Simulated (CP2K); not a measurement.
Runs of CP2K 2026.2 on Te. Symmetry: R-3m, No. 166, trigonal system. The conventional cell has a = 4.612 Å, b = 4.612 Å, c = 5.073 Å, α = 90.00°, β = 90.00°, γ = 120.00°. Te (site symmetry -3m) is surrounded by 6 Te at 3.15 Å. This isn't the form of Te at room conditions, which is trigonal, of chains.

```csv
level,gap on the mesh (eV),pressure (GPa)
PBEsol,none,(a)
PBE,none,3.4
RPBE,none,(b)
PW91,none,3.7
SCAN,none,3.6
LDA,none,1.7
revPBE,none,4.0
```

Alike in all rows: task atomic charges; potentials or basis POTENTIAL_UZH Te GTH-PBE-q6; TZVP-MOLOPT-PBE-GTH basis; no spin polarisation; cell as given; k mesh 9 × 9 × 9; smearing fermi-dirac 0.05 eV.

Question: Fill in the values left out.

Answer: (a) 1.8; (b) 4.2.

Caveats: the basis of atomic orbitals isn't converged, which shifts pressures, moduli and gaps; the potentials were made for another functional, which shifts forces and pressure (some runs).

A k mesh can miss the band edges, and the runs leave out spin-orbit coupling on Te.

A gap of «none» marks a metal or a gap under the smearing width.
